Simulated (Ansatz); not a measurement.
ZnO, DFT, LDA, PAW with Ansatz's default frozen-core files, scalar-relativistic (Ansatz 0.2.0), run on 1 thread of Arm Neoverse V1 on a shared host.

The geometry is COD entry 9004178, unchecked; take it as a test cell. The listed cell was then made from it by scaling, straining or moving an atom.

Command: `ansatz run input.yaml --threads 1 --pin off --max-ram 4096MiB --backend cpu --events-out ev --progress --plain --runs-dir out`

```yaml
crystal:
  lattice:
    - [3.2275900217, 0.0, 0.0]
    - [-1.6137950108, 2.7951749517, 0.0]
    - [0.0, 0.0, 5.1688741155]
  atoms:
    - { symbol: Zn, position: [0.3333333333, 0.6666666667, 0.0] }
    - { symbol: Zn, position: [0.6666666667, 0.3333333333, 0.5] }
    - { symbol: O, position: [0.3333333333, 0.6666666667, 0.3821] }
    - { symbol: O, position: [0.6666666667, 0.3333333333, 0.8821] }
kpoints:
  mp_grid: { grid: [8, 8, 5] }
scf:
  occupations: { method: fermi_dirac, width: 0.01 }
hamiltonian:
  xc: lda
  pseudopotentials: { kind: paw }
output:
  forces: true
  stress: true
  eigenvalues: true
  efg: { contact_densities: true }
```

Problem. How large is the problem that the program sets up?

Solution. 30 irreducible k-points, 941 plane waves at Γ, 22 bands.

Problem. About how long does it take, and how much memory does it use?

Solution. 4.5 s of wall time for 7 SCF iterations, with a peak of 0.35 GiB. Times on shared machines scatter by tens of per cent.

Problem. And the same cell and mesh by all-electron PAW (datasets made for this crystal), asked for forces, stress, eigenvalues, efg, on the same hardware?

Solution. 21 s, peak memory 0.68 GiB.
